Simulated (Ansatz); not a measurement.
## Si: experiment and calculation

**Experimental background.**

A printed reference work (textbook) reports, for a bulk crystal of Si at 300 K: lattice constant a 5.43 Å; band gap 1.12 eV (indirect).

The calculation below tries to reproduce these values; the comparison stands at the end.

Theory: DFT PBE, scalar-relativistic, plane waves, PAW in Ansatz.

Cutoff 420 eV; k points 8×8×8 on the computed 2-atom cell (Γ-centred); Gaussian smearing, width 0.02 eV; no spin polarisation.

Relaxed structure:

```cif
data_structure
_symmetry_space_group_name_H-M 'Fd-3m:1'
_symmetry_Int_Tables_number 227
_cell_length_a 5.4696
_cell_length_b 5.4696
_cell_length_c 5.4696
_cell_angle_alpha 90.000
_cell_angle_beta 90.000
_cell_angle_gamma 90.000
_cell_volume 163.63
loop_
_atom_site_label
_atom_site_type_symbol
_atom_site_symmetry_multiplicity
_atom_site_Wyckoff_symbol
_atom_site_fract_x
_atom_site_fract_y
_atom_site_fract_z
_atom_site_occupancy
Si1 Si 8 b 0.00000 0.00000 0.50000 1
```

* Space group: Fd-3m (No. 227)
* Volume per atom: 20.45 Å³
* Energy over the standard state (uncorrected): +0.001 eV/atom
* Kohn–Sham band gap: 0.61 eV, indirect from Γ to (0.000, 0.419, 0.419)
* Orbital (Löwdin) character of the top 1 eV of the valence band: Si 3p 96 %
* Orbital (Löwdin) character of the lowest 1 eV of the conduction band: Si 3p 58 %, Si 3s 27 %, unprojected 15 %
* Electron masses at the edge by direction of the standard setting (m_e; one valley, along these axes only; no spin-orbit coupling): x: 0.95; y: 0.20; z: 0.20
* Hole masses at the edge by direction of the standard setting (m_e; one valley, along these axes only; no spin-orbit coupling): x: 0.27, 0.27, 0.16; y: 0.27, 0.27, 0.16; z: 0.27, 0.27, 0.16
* Bader charge by site (e): Si (2 in the cell) 0.00

A measured lattice constant a of Si is 5.43 Å (300 K; a printed reference work (textbook)); the calculated 5.470 Å exceeds it by 0.7 %. The calculation is for 0 K without zero-point motion. Measured band gap of Si: 1.12 eV (indirect; 300 K; a printed reference work (textbook)). This calculation gives 0.61 eV (-0.51 eV). Kohn–Sham gaps of semilocal functionals fall short of measured ones as a rule.

The cell was reached from a generator's guess, though it ends in a space group that the Crystallography Open Database lists for this formula. Löwdin shares on free-atom orbitals overweight diffuse shells in the empty bands.
